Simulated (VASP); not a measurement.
# Ni (Fm-3m) in VASP: further runs, part 2 of 2

VASP 6.6.1. The steps go on from the part before.

### 4 Relaxation of cell and atoms, revPBE+D4, collinear spin, ferromagnetic start

INCAR reads:

```
SYSTEM = Ni
ALGO = Normal
EDIFF = 1E-7
EDIFFG = -0.01
ENCUT = 600
GGA = RE
IBRION = 2
ISIF = 3
ISMEAR = -1
ISPIN = 2
IVDW = 13
LASPH = .True.
LCHARG = .False.
LMAXMIX = 4
LORBIT = 11
LREAL = .False.
LWAVE = .False.
MAGMOM = 1
NELM = 100
NSW = 60
PREC = Accurate
SIGMA = 0.05
```

KPOINTS reads:

```
k-points
0
Gamma
  13 13 13
  0 0 0
```

POSCAR reads:

```
Ni
1.0
    0.0000000000      1.7375729330      1.7375729330
    1.7375729330      0.0000000000      1.7375729330
    1.7375729330      1.7375729330      0.0000000000
Ni
1
Direct
    0.0000000000      0.0000000000      0.0000000000
```

Potentials or basis: VASP PAW PBE potentials, release 64 (Ni).

On the command line:

```console
cat potpaw_PBE.64/Ni/POTCAR > POTCAR
mpirun -np 1 vasp_std > vasp.out
```

OUTCAR:

```text
SYSTEM = Ni
   EDIFF = 1E-7
   EDIFFG = -0.01
   ENCUT = 600
   GGA = RE
   IBRION = 2
   ISIF = 3
   ISMEAR = -1
   ISPIN = 2
   IVDW = 13
   LASPH = .True.
   LORBIT = 11
   LREAL = .False.
   NELM = 100
   NSW = 60
   PREC = Accurate

 ion  position               nearest neighbor table
   1  0.000  0.000  0.000-

  LATTYP: Found a face centered cubic cell.
 ALAT       =     3.4751458660

  Lattice vectors:

 A1 = (   0.0000000000,   1.7375729330,   1.7375729330)
 A2 = (   1.7375729330,   0.0000000000,   1.7375729330)
 A3 = (   1.7375729330,   1.7375729330,   0.0000000000)

Analysis of symmetry for initial positions (statically):
=====================================================================
 Subroutine PRICEL returns:
 Original cell was already a primitive cell.

 Routine SETGRP: Setting up the symmetry group for a
 face centered cubic supercell.

 Subroutine GETGRP returns: Found 48 space group operations
 (whereof 48 operations were pure point group operations)
 out of a pool of 48 trial point group operations.

The static configuration has the point symmetry O_h .

Analysis of symmetry for dynamics (positions and initial velocities):
=====================================================================
 Subroutine PRICEL returns:
 Original cell was already a primitive cell.

 Routine SETGRP: Setting up the symmetry group for a
 face centered cubic supercell.

 Subroutine GETGRP returns: Found 48 space group operations
 (whereof 48 operations were pure point group operations)
 out of a pool of 48 trial point group operations.

The dynamic configuration has the point symmetry O_h .

Analysis of structural, dynamic, and magnetic symmetry:
=====================================================================
 Subroutine PRICEL returns:
 Original cell was already a primitive cell.

 Routine SETGRP: Setting up the symmetry group for a
 face centered cubic supercell.

 Subroutine GETGRP returns: Found 48 space group operations
 (whereof 48 operations were pure point group operations)
 out of a pool of 48 trial point group operations.

The overall configuration has the point symmetry O_h .

 Subroutine INISYM returns: Found 48 space group operations
 (whereof 48 operations are pure point group operations),
 and found     1 'primitive' translations

----------------------------------------------------------------------------------------

                                     Primitive cell

  volume of cell :      10.4920

  direct lattice vectors                    reciprocal lattice vectors
     0.000000000  1.737572933  1.737572933    -0.287757705  0.287757705  0.287757705
     1.737572933  0.000000000  1.737572933     0.287757705 -0.287757705  0.287757705
     1.737572933  1.737572933  0.000000000     0.287757705  0.287757705 -0.287757705

  length of vectors
     2.457299207  2.457299207  2.457299207     0.498410966  0.498410966  0.498410966

  position of ions in fractional coordinates (direct lattice)
     0.000000000  0.000000000  0.000000000

  ion indices of the primitive-cell ions
   primitive index   ion index
                 1           1

----------------------------------------------------------------------------------------

 KPOINTS: k-points

Automatic generation of k-mesh.
 Grid dimensions read from file:
 generate k-points for:   13   13   13

 Generating k-lattice:

  Cartesian coordinates                     Fractional coordinates (reciprocal lattice)
[... 70 lines left out ...]
   PSTRESS=    0.0 pullay stress
   NELECT =      10.0000    total number of electrons
   NUPDOWN=      -1.0000    fix difference up-down
   EMIN   =  10.00;   EMAX   =-10.00  energy-range for DOS
   EFERMI =   0.00;   METHOD = LEGACY
   ISMEAR =    -1;   SIGMA  =   0.05  broadening in eV -4-tet -1-fermi 0-gaus
   EFERMI_NEDOS =   21; number of points for ismear=-14 and -15
   IALGO  =     38    algorithm
   IMIX   =      4    mixing-type and parameters
     AMIX     =   0.40;   BMIX     =  1.00
     AMIX_MAG =   1.60;   BMIX_MAG =  1.00
  volume/ion in A,a.u.               =      10.49        70.80
  Fermi-wavevector in a.u.,A,eV,Ry     =   1.611097  3.044533 35.315755  2.595635
  Thomas-Fermi vector in A             =   2.706542
   LORBIT       =     11    0 simple, 1 ext, 2 COOP (PROOUT), +10 PAW based schemes
   GGA     = RE    functional components
   LHFCALC =     F    Hartree Fock is set to
   AEXX    =    0.0000 exact exchange contribution
   IVDW    =    13    specifies the selected vdW correction
   LEPSILON=     F    determine dielectric tensor
   LRPA    =     F    only Hartree local field effects (RPA)
 conjugate gradient relaxation of ions
 spin polarized calculation
  energy-cutoff  :      600.00
  volume of cell :       10.49
 maximum number of plane-waves:       365
   NGX =  9   NGY =  9   NGZ =  9

 number of electron      10.0000000 magnetization       1.0000000

 number of electron       9.9999999 magnetization       0.6243112

 Free energy of the ion-electron system (eV)
  ---------------------------------------------------
  ext. energy  EPLUGINS =         0.00000000
  ---------------------------------------------------
  free energy    TOTEN  =        -5.04836032 eV

  energy without entropy =       -5.03572784  energy(sigma->0) =       -5.04204408

 E-fermi :  10.0140     XC(G=0): -13.3823

 val. band max:       10.0069479506   @ k =   0.3846   0.0769   0.0000
 cond. band min:      10.0171333038   @ k =   0.3846   0.3846   0.0000
 fundamental gap:      0.0101853533
 Fermi energy:        10.0140209554

 spin component 1

 k-point     1 :       0.0000    0.0000    0.0000
  band No.  band energies     occupation
      1       0.7515      1.00000
      2       7.4741      1.00000
      3       7.4741      1.00000
      4       7.4741      1.00000
      5       8.7109      1.00000
      6       8.7109      1.00000
      7      34.0085      0.00000
      8      38.2049      0.00000
      9      38.2049      0.00000
     10      38.2049      0.00000
[... 287 lines left out ...]
 k-point    24 :       0.4615    0.1538    0.0000
  band No.  band energies     occupation
      1       5.3346      1.00000
      2       7.0563      1.00000
      3       7.5000      1.00000
      4       7.9016      1.00000
      5       9.4292      0.99999
      6      10.8766      0.00000
      7      18.1737      0.00000
      8      29.2005      0.00000
      9      31.0122      0.00000
     10      33.1599      0.00000

 [... further k-points ...]

 spin component 2

 k-point     1 :       0.0000    0.0000    0.0000
  band No.  band energies     occupation
      1       0.7049      1.00000
      2       8.2382      1.00000
      3       8.2382      1.00000
      4       8.2382      1.00000
      5       9.2990      1.00000
      6       9.2990      1.00000
      7      33.8338      0.00000
      8      38.1662      0.00000
      9      38.1662      0.00000
     10      38.1662      0.00000
[... 287 lines left out ...]
 k-point    24 :       0.4615    0.1538    0.0000
  band No.  band energies     occupation
      1       5.6976      1.00000
      2       7.4770      1.00000
      3       8.1055      1.00000
      4       8.5435      1.00000
      5      10.1915      0.02796
      6      11.3423      0.00000
      7      18.4374      0.00000
      8      29.2147      0.00000
      9      31.0748      0.00000
     10      33.2008      0.00000

 [... further k-points ...]

------------------------ aborting loop because EDIFF is reached ----------------------------------------

  DFT-D4 for vdW energy calculation

  Edisp (eV):   -0.81627

  FORCE on cell =-STRESS in cart. coord.  units (eV):
  Direction    XX          YY          ZZ          XY          YZ          ZX
  --------------------------------------------------------------------------------------
  -------------------------------------------------------------------------------------
  Total       0.00456     0.00456     0.00456    -0.00000    -0.00000     0.00000
  in kB       0.69689     0.69689     0.69689    -0.00000    -0.00000     0.00000
  external pressure =        0.70 kB  Pullay stress =        0.00 kB

 VOLUME and BASIS-vectors are now :
 -----------------------------------------------------------------------------
  energy-cutoff  :      600.00
  volume of cell :       10.49
      direct lattice vectors                 reciprocal lattice vectors
     0.000000000  1.737572933  1.737572933    -0.287757705  0.287757705  0.287757705
     1.737572933  0.000000000  1.737572933     0.287757705 -0.287757705  0.287757705
     1.737572933  1.737572933  0.000000000     0.287757705  0.287757705 -0.287757705

 POSITION                                       TOTAL-FORCE (eV/Angst)
 -----------------------------------------------------------------------------------
      0.00000      0.00000      0.00000        -0.000000      0.000000     -0.000000
 -----------------------------------------------------------------------------------
    total drift:                                0.000000     -0.000000      0.000000

  FREE ENERGIE OF THE ION-ELECTRON SYSTEM (eV)
  ---------------------------------------------------
  free  energy   TOTEN  =        -5.8646270824 eV

  energy  without entropy=       -5.8519945984  energy(sigma->0) =       -5.85831084

 reached required accuracy - stopping structural energy minimisation

 total charge

# of ion       s       p       d       tot
------------------------------------------
    1        0.512   0.530   8.329   9.372

 magnetization (x)

# of ion       s       p       d       tot
------------------------------------------
    1       -0.006  -0.026   0.665   0.633
```

It took 13 s on 1 thread of Intel Xeon 6975P-C (Granite Rapids), shared host; peak memory 0.14 GiB.

Results:

- Free energy: -5.8646 eV
- Pressure after relaxing: 0.1 GPa
- Band gap on the k mesh: none (metal or under the smearing width)
- Net moment: 0.62 μB per cell
- Site moments: Ni +0.63 μB
- Valence electrons inside the program's atomic spheres: Ni 9.37
- Dispersion energy per atom: -0.816 eV

Final structure:
```
Ni
1.0
     0.00000    1.73757    1.73757
     1.73757    0.00000    1.73757
     1.73757    1.73757    0.00000
Ni
1
Direct
  0.00000 0.00000 0.00000
```

Levels at points of the mesh, in eV from the Fermi level:
Spin up:
| k point | band 1 | band 2 | band 3 | band 4 | band 5 | band 6 | band 7 | band 8 | band 9 | band 10 |
| --- | --- | --- | --- | --- | --- | --- | --- | --- | --- | --- |
| (0.00, 0.00, 0.00) | -9.26 | -2.54 | -2.54 | -2.54 | -1.30 | -1.30 | 23.99 | 28.19 | 28.19 | 28.19 |
Spin down:
```tsv
k point	band 1	band 2	band 3	band 4	band 5	band 6	band 7	band 8	band 9	band 10
(0.00, 0.00, 0.00)	-9.31	-1.78	-1.78	-1.78	-0.72	-0.72	23.82	28.15	28.15	28.15
```

Caveat: the relaxation stopped at its first step, so nothing moved; the PAW data sets were made with another functional, which shifts forces and pressure a little; pairwise dispersion overbinds metals, which lowers pressure and volume.

### 5 Single point, PBE, collinear spin, ferromagnetic start

INCAR reads:

```
SYSTEM = Ni
  PREC = Accurate
  ENCUT = 520
  EDIFF = 1E-7
  ISMEAR = 0
  SIGMA = 0.012
  LREAL = .False.
  LASPH = .True.
  NELM = 150
  ALGO = Normal
  ISIF = 2
  LWAVE = .False.
  LCHARG = .True.
  ISPIN = 2
  MAGMOM = 1
  LORBIT = 11
  LMAXMIX = 4
  GGA = PE
  LELF = .True.
  LVHAR = .True.
```

KPOINTS reads:

```
regular mesh
0
Gamma
  13 13 13
  0 0 0
```

POSCAR is that of step 4.

Potentials or basis: VASP PAW PBE potentials, release 64 (Ni).

On the command line:

```console
cat potpaw_PBE.64/Ni/POTCAR > POTCAR
mpirun -np 1 vasp_std > vasp.out
```

OUTCAR:

```text
SYSTEM = Ni
   PREC = Accurate
   ENCUT = 520
   EDIFF = 1E-7
   ISMEAR = 0
   LREAL = .False.
   LASPH = .True.
   NELM = 150
   ISIF = 2
   ISPIN = 2
   LORBIT = 11
   GGA = PE

 ion  position               nearest neighbor table
   1  0.000  0.000  0.000-

  LATTYP: Found a face centered cubic cell.
 ALAT       =     3.4751458660

  Lattice vectors:

 A1 = (   0.0000000000,   1.7375729330,   1.7375729330)
 A2 = (   1.7375729330,   0.0000000000,   1.7375729330)
 A3 = (   1.7375729330,   1.7375729330,   0.0000000000)

[... 833 lines left out ...]
  -------------------------------------------------------------------------------------
  Total        0.5099880      0.5099880      0.5099880      0.0000000      0.0000000     -0.0000000
  in kB       77.8773992     77.8773992     77.8773992      0.0000000      0.0000000     -0.0000000
  external PRESSURE =      77.8773992 kB  Pullay stress =       0.0000000 kB

 VOLUME and BASIS-vectors are now :
 -----------------------------------------------------------------------------
  energy-cutoff  :      520.00
  volume of cell :       10.49
      direct lattice vectors                 reciprocal lattice vectors
     0.000000000  1.737572933  1.737572933    -0.287757705  0.287757705  0.287757705
     1.737572933  0.000000000  1.737572933     0.287757705 -0.287757705  0.287757705
     1.737572933  1.737572933  0.000000000     0.287757705  0.287757705 -0.287757705

 POSITION                                       TOTAL-FORCE (eV/Angst)
 -----------------------------------------------------------------------------------
      0.00000      0.00000      0.00000         0.000000      0.000000     -0.000000
 -----------------------------------------------------------------------------------
    total drift:                                0.000000     -0.000000     -0.000000

  FREE ENERGIE OF THE ION-ELECTRON SYSTEM (eV)
  ---------------------------------------------------
  free  energy   TOTEN  =        -5.4643665732 eV

  energy  without entropy=       -5.4642214244  energy(sigma->0) =       -5.46429400

 total charge

# of ion       s       p       d       tot
------------------------------------------
    1        0.513   0.531   8.332   9.377

 magnetization (x)

# of ion       s       p       d       tot
------------------------------------------
    1       -0.005  -0.024   0.659   0.630
```

OSZICAR:

```text
N       E                     dE             d eps       ncg     rms          rms(c)
DAV:   1     0.256560064323E+02    0.25656E+02   -0.47380E+03  3506   0.129E+03
DAV:   2    -0.577991482037E+01   -0.31436E+02   -0.29800E+02  3410   0.168E+02
DAV:   3    -0.647362534793E+01   -0.69371E+00   -0.69168E+00  3784   0.304E+01
DAV:   4    -0.647994228960E+01   -0.63169E-02   -0.63159E-02  3634   0.259E+00
DAV:   5    -0.648009668522E+01   -0.15440E-03   -0.15439E-03  3724   0.387E-01    0.102E+01
DAV:   6    -0.577349122618E+01    0.70661E+00   -0.14753E+01  3680   0.592E+01    0.568E+00
DAV:   7    -0.548464302133E+01    0.28885E+00   -0.23984E+00  3700   0.224E+01    0.205E+00
DAV:   8    -0.546732538748E+01    0.17318E-01   -0.24955E-02  4670   0.174E+00    0.995E-01
DAV:   9    -0.546482594094E+01    0.24994E-02   -0.17354E-03  4868   0.375E-01    0.256E-01
DAV:  10    -0.546435982929E+01    0.46611E-03   -0.35246E-04  4696   0.140E-01    0.499E-02
DAV:  11    -0.546436521396E+01   -0.53847E-05   -0.82758E-05  4212   0.122E-01    0.185E-02
DAV:  12    -0.546436667285E+01   -0.14589E-05   -0.19294E-06  3796   0.142E-02    0.129E-02
DAV:  13    -0.546436549373E+01    0.11791E-05   -0.32544E-06  3922   0.237E-02    0.132E-02
DAV:  14    -0.546436653750E+01   -0.10438E-05   -0.13901E-06  2746   0.135E-02    0.846E-04
DAV:  15    -0.546436657323E+01   -0.35729E-07   -0.62496E-09  1706   0.118E-03
   1 F= -.54643666E+01 E0= -.54642940E+01  d E =-.145149E-03  mag=     0.6217
```

stdout:

```text
POSCAR found type information on POSCAR Ni
 POSCAR found :  1 types and       1 ions
 scaLAPACK will be used
 LDA part: xc-table for (Slater+PW92), standard interpolation
 POSCAR, INCAR and KPOINTS ok, starting setup
 FFT: planning ... GRIDC
 FFT: planning ... GRID_SOFT
 FFT: planning ... GRID
 WAVECAR not read
 entering main loop
```

Run time: 22 s. Hardware: 1 thread of Intel Xeon Platinum 8488C (Sapphire Rapids), shared host; peak memory 0.13 GiB.

Results:

| Item | Value |
| --- | --- |
| Free energy | -5.4644 eV |
| Pressure | 7.8 GPa |
| Band gap on the k mesh | none (metal or under the smearing width) |
| Net moment | 0.62 μB per cell |
| Site moments | Ni +0.63 μB |
| Valence electrons inside the program's atomic spheres | Ni 9.38 |

Levels at points of the mesh, in eV from the Fermi level:
Spin up:
```csv
k point,band 1,band 2,band 3,band 4,band 5,band 6,band 7,band 8,band 9,band 10
"(0.00, 0.00, 0.00)",-9.29,-2.55,-2.55,-2.55,-1.31,-1.31,24.00,28.16,28.16,28.16
```
Spin down:
```tsv
k point	band 3	band 4	band 5	band 6	band 7	band 8
(0.00, 0.00, 0.00)	-1.80	-1.80	-0.74	-0.74	23.86	28.13
```

### 6 Single point, PBE, collinear spin, ferromagnetic start

INCAR reads:

```
PREC = Accurate ; ENCUT = 520
EDIFF = 1E-7 ; ISMEAR = 0
SIGMA = 0.024 ; LREAL = False
LASPH = True ; NELM = 120
ALGO = Normal ; ISIF = 2
LWAVE = False ; LCHARG = False
ISPIN = 2 ; MAGMOM = 1
LORBIT = 11 ; LMAXMIX = 4
GGA = PE
```

KPOINTS reads:

```
Automatic mesh
0
Gamma
  13 13 13
```

POSCAR is that of step 5.

Potentials or basis: VASP PAW PBE potentials, release 64 (Ni).

On the command line:

```console
cat potpaw_PBE.64/Ni/POTCAR > POTCAR
mpirun -np 1 vasp_std > vasp.out
```

Wall time 19 s (1 thread of Intel Xeon Platinum 8259CL at 2.50GHz (Skylake/Cascade Lake), shared host); peak memory 0.13 GiB.

It converged, with:

```
Free energy                                           : -5.4646 eV
Pressure                                              : 7.7 GPa
Band gap on the k mesh                                : none (metal or under the smearing width)
Net moment                                            : 0.62 μB per cell
Site moments                                          : Ni +0.63 μB
Valence electrons inside the program's atomic spheres : Ni 9.38
```

Levels at points of the mesh, in eV from the Fermi level:
Spin up:
```tsv
k point	band 2	band 3	band 4	band 5	band 6	band 7	band 8	band 9
(0.00, 0.00, 0.00)	-2.55	-2.55	-2.55	-1.30	-1.30	24.01	28.16	28.16
```
Spin down:
| k point | band 1 | band 2 | band 3 | band 4 | band 5 | band 6 | band 7 | band 8 | band 9 | band 10 |
| --- | --- | --- | --- | --- | --- | --- | --- | --- | --- | --- |
| (0.00, 0.00, 0.00) | -9.31 | -1.80 | -1.80 | -1.80 | -0.73 | -0.73 | 23.86 | 28.14 | 28.14 | 28.14 |

### 7 The reference run

An earlier run on the cell as given: functional PBEsol; potentials or basis VASP PAW PBE potentials, release 64 (Ni); cutoff 520 eV; k mesh 13 × 13 × 13; occupations fermi-dirac, width 0.05 eV; collinear spin, ferromagnetic start; starting moments [1.0] μB.

- Pressure: -2.4 GPa
- Band gap on the k mesh: none (metal or under the smearing width)
- Net moment: 0.62 μB per cell
- Site moments: Ni +0.63 μB
- Valence electrons inside the program's atomic spheres: Ni 9.38

### 8 Summary

| task | level | cell | cutoff (eV) | smearing | ladder | gap on the mesh (eV) | pressure (GPa) | moment (μB) | relaxed volume (Å³/atom) |
| --- | --- | --- | --- | --- | --- | --- | --- | --- | --- |
| relaxation of cell and atoms | revPBE+D3 | relaxed | 600 | fermi-dirac 0.05 eV | - | none | 0.0 | 0.62 | 10.37 |
| relaxation of cell and atoms | revPBE+D3(BJ) | relaxed | 600 | fermi-dirac 0.05 eV | - | none | 0.0 | 0.62 | 10.37 |
| relaxation of cell and atoms | revPBE+D4 | relaxed | 600 | fermi-dirac 0.05 eV | - | none | 0.1 | 0.62 | - |
| single point | PBE | as given | 520 | gaussian 0.012 eV | - | none | 7.8 | 0.62 | - |
| single point | PBE | as given | 520 | gaussian 0.024 eV | - | none | 7.7 | 0.62 | - |
| single point | PBEsol | as given | 520 | fermi-dirac 0.05 eV | free | none | -2.4 | 0.62 | - |

Alike in all rows: potentials or basis VASP PAW PBE potentials, release 64 (Ni); spin collinear, ferromagnetic start; k mesh 13 × 13 × 13.

Every run on the cell as given and a fine mesh finds a metal. The pressure there spans -2.4 GPa (PBEsol) to 7.8 GPa (PBE); a positive pressure means that this level wants a larger cell, a negative one a smaller.

Caveats: the PAW data sets were made with another functional, which shifts forces and pressure a little (some runs); pairwise dispersion overbinds metals, which lowers pressure and volume (some runs); the relaxation stopped at its first step, so nothing moved (some runs).

Total energies depend on the potentials used, so only differences within one code and one set of settings carry meaning.
